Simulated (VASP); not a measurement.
A run of VASP 6.6.1:

The input INCAR:

```
SYSTEM = BN
PREC = Accurate
ENCUT = 520
EDIFF = 1E-7
ISMEAR = 0
SIGMA = 0.02
LREAL = .False.
LASPH = .True.
NELM = 60
ALGO = Normal
ISIF = 4
LWAVE = .False.
LCHARG = .False.
METAGGA = R2SCAN
LMIXTAU = .True.
IBRION = 2
NSW = 80
EDIFFG = -0.002
```

The input KPOINTS:

```
regular mesh
0
Gamma
  15 15 6
  0 0 0
```

Contents of POSCAR:

```
BN                                      
1.0
    2.5754433008      0.0000000000     -0.0000000000
   -1.2877216504      2.2303993196     -0.0000000000
    0.0000000000     -0.0000000000      6.9876697767
  B               N             
     2     2
Direct
     0.3333333300000021    0.6666666699999979    0.2500000000000000
     0.6666666699999979    0.3333333300000021    0.7500000000000000
     0.3333333300000021    0.6666666699999979    0.7500000000000000
     0.6666666699999979    0.3333333300000021    0.2500000000000000
```

Potentials or basis: VASP PAW PBE potentials, release 64 (B, N).

Command:

```console
$ cat potpaw_PBE.64/B/POTCAR potpaw_PBE.64/N/POTCAR > POTCAR
$ mpirun -np 1 vasp_std > vasp.out
```

Hardware: 1 thread of Intel(R) Xeon(R) 6975P-C (Granite Rapids) (shared host).

Q: Estimate the wall time of this run.

A: Run time: 4.7 min on 1 thread of Intel(R) Xeon(R) 6975P-C (Granite Rapids) (shared host), peak memory 0.19 GiB. Counts: scf iterations 52, k points 108, ion steps 3.
